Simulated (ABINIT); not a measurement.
NaI:

```
I Na
1.0
     0.00000    3.23640    3.23640
     3.23640    0.00000    3.23640
     3.23640    3.23640    0.00000
I Na
1 1
Direct
  0.50000 0.50000 0.50000
  0.00000 0.00000 0.00000
```

Base run:

```yaml
Program: ABINIT 10.8.3 (patched build)
Functional: r2SCAN
Potentials_or_basis: PseudoDojo NC SR PBE v0.4.1 standard
Cutoff: 1442 eV
k_mesh: 7 × 7 × 7
Occupations: fermi-dirac, width 0.05 eV
Spin: no spin polarisation
```

Its results: band gap on the k mesh 4.28 eV, direct.

Task: The run is repeated on the same cell with these changes: functional from r2SCAN to TB-mBJ; potentials or basis from PseudoDojo NC SR PBE v0.4.1 standard to JTH PAW LDA v2.0; cutoff from 1442 eV to 1306 eV. What comes out?

Result: Band gap on the k mesh 5.48 eV, direct.

Caveats: spin-orbit coupling is left out, which moves the levels of the heavy elements; a meta-GGA on potentials with a model core is unreliable (some runs); the constant c of TB-mBJ comes from the pseudo density here, which moves gaps by up to 0.3 eV between sets of potentials (some runs).
